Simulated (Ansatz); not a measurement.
# FeS2 (Marcasite): the cost of one run

Program: Ansatz 0.2.0. Level of theory: DFT PBE+U (U_eff = 4 eV on Fe 3d), scalar-relativistic, plane waves, PAW. These are calculated values, not measurements.

The COD entry's cell or inner coordinates are ideal or old and differ from later refinements, so a difference from it is no clean test against experiment.

**1. Starting point**

The structure is orthorhombic, space group Pnnm (No. 58). Conventional cell: a = 4.475 Å, b = 5.502 Å, c = 3.459 Å, α = 90.00°, β = 90.00°, γ = 90.00°. Fe (site symmetry 2/m) has 6 S at 2.28 to 2.30 Å as nearest neighbours. S (site symmetry m) has 1 S at 2.14 Å and 3 Fe at 2.28 to 2.30 Å as nearest neighbours.

Coordinates:

```cif
data_structure
_symmetry_space_group_name_H-M 'Pnnm'
_symmetry_Int_Tables_number 58
_cell_length_a 4.4749
_cell_length_b 5.5016
_cell_length_c 3.4592
_cell_angle_alpha 90.000
_cell_angle_beta 90.000
_cell_angle_gamma 90.000
_cell_volume 85.16
loop_
_atom_site_label
_atom_site_type_symbol
_atom_site_symmetry_multiplicity
_atom_site_Wyckoff_symbol
_atom_site_fract_x
_atom_site_fract_y
_atom_site_fract_z
_atom_site_occupancy
Fe1 Fe 2 a 0.00000 0.00000 0.00000 1
S1 S 4 g 0.19209 0.38389 0.00000 1
```

This cell comes from an earlier session at PBE+U (U_eff = 4 eV on Fe 3d): 14.194 Å³/atom at 0.00 GPa, on a 6×4×6 mesh.

**2. Coarse mesh, to find the state of the open shells**

Input file input.yaml:

```yaml
crystal:
  lattice:
    - [4.4749347685, 0.0, 0.0]
    - [0.0, 5.5016225675, 0.0]
    - [0.0, 0.0, 3.4592135725]
  atoms:
    - { symbol: Fe, position: [0.0, 0.0, 0.0], spin: 4.0 }
    - { symbol: Fe, position: [0.5, 0.5, 0.5], spin: -4.0 }
    - { symbol: S, position: [0.1920857602, 0.3838914432, 0.0] }
    - { symbol: S, position: [0.3079142398, 0.8838914432, 0.5] }
    - { symbol: S, position: [0.8079142398, 0.6161085568, 0.0] }
    - { symbol: S, position: [0.6920857602, 0.1161085568, 0.5] }
basis:
  ecutwfc: 420
  ecutrho_ratio: 4
kpoints:
  mp_grid: { grid: [3, 3, 4] }
hamiltonian:
  xc: pbe
  hubbard: { sites: [{ species: Fe, l: d, u_eff: 4.0 }] }
scf:
  occupations: { method: gaussian, width: 0.05 }
output:
  forces: true
  stress: true
  eigenvalues: true
  populations: true
  hubbard: { sites: [{ species: Fe, l: d }] }
magnetization:
  spin_polarized: true
```

On the command line:

```bash
> ansatz run input.yaml --threads 4 --pin off --max-ram 10240MiB --backend cpu --events-out ev --progress --plain --runs-dir out
```

**Question.** How long does this run take on 4 threads of Arm Neoverse V1, shared host, and how much memory does it need?

About 14 s, with a peak of 0.63 GiB.
